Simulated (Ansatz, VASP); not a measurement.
# SiSe in VASP and in Ansatz

File INCAR:

```
SYSTEM = SiSe
PREC     = Accurate       ! precision mode
ENCUT    = 520            ! plane-wave cutoff, eV
EDIFF    = 1E-7           ! SCF threshold, eV
ISMEAR   = -1             ! smearing method
SIGMA    = 0.05           ! smearing width, eV
LREAL    = .False.        ! projectors in reciprocal space
LASPH    = .True.         ! aspherical terms in the spheres
NELM     = 60             ! most SCF steps
ALGO     = Normal         ! electronic algorithm
ISIF     = 2              ! what is computed and relaxed
LWAVE    = .False.        ! write WAVECAR
LCHARG   = .False.        ! write CHGCAR
GGA      = PE             ! functional
NBANDS   = 12             ! bands
```

Contents of KPOINTS:

```
Automatic mesh
0
Gamma
  9 9 7
  0 0 0
```

The input POSCAR:

```
SiSe
1.0
    3.5218079781      0.0000000000      0.0000000000
   -1.7609039890      3.0499707371      0.0000000000
    0.0000000000      0.0000000000      3.5252659170
Si Se
1 1
Direct
    0.6666700000      0.3333300000      0.5000000000
    0.0000000000      0.0000000000      0.0000000000
```

File input.yaml:

```yaml
crystal:
  lattice:
    - [3.5218079781, 0.0, 0.0]
    - [-1.760903989, 3.0499707371, 0.0]
    - [0.0, 0.0, 3.525265917]
  atoms:
    - { symbol: Si, position: [0.66667, 0.33333, 0.5] }
    - { symbol: Se, position: [0.0, 0.0, 0.0] }
hamiltonian:
  xc: pbe
  pseudopotentials: { kind: paw }
kpoints:
  mp_grid: { grid: [9, 9, 7] }
scf:
  occupations: { method: fermi_dirac, width: 0.05 }
output:
  forces: true
  stress: true
  eigenvalues: true
  write_density: true
  write_potential: true
  elf: true
  volumetric_format: npy
```

Change from the starting cell: volume scaled by 0.94.

Alike in both runs: task single point; functional PBE; k mesh 9 × 9 × 7; occupations fermi-dirac, width 0.05 eV; no spin polarisation.

|  | VASP | Ansatz |
| --- | --- | --- |
| version | VASP 6.6.1 | Ansatz 0.2.0 |
| potentials or method | VASP PAW PBE potentials, release 64 (Si, Se) | Ansatz PAW |
| plane-wave cutoff (eV) | 520 | 420 |
| valence electrons in the cell | 10 | 20 |

|  | VASP | Ansatz | Ansatz less VASP |
| --- | --- | --- | --- |
| gap on the k mesh at the Fermi level (eV) | none | none | - |
| pressure (GPa) | 4.1 | 4.1 | -0.05 |
| largest component of the traceless stress (GPa) | 1.60 | 1.59 | -0.006 |

A gap of «none» marks a metal or a gap that the smearing closes. The two sets of potentials don't hold the same shells in valence.
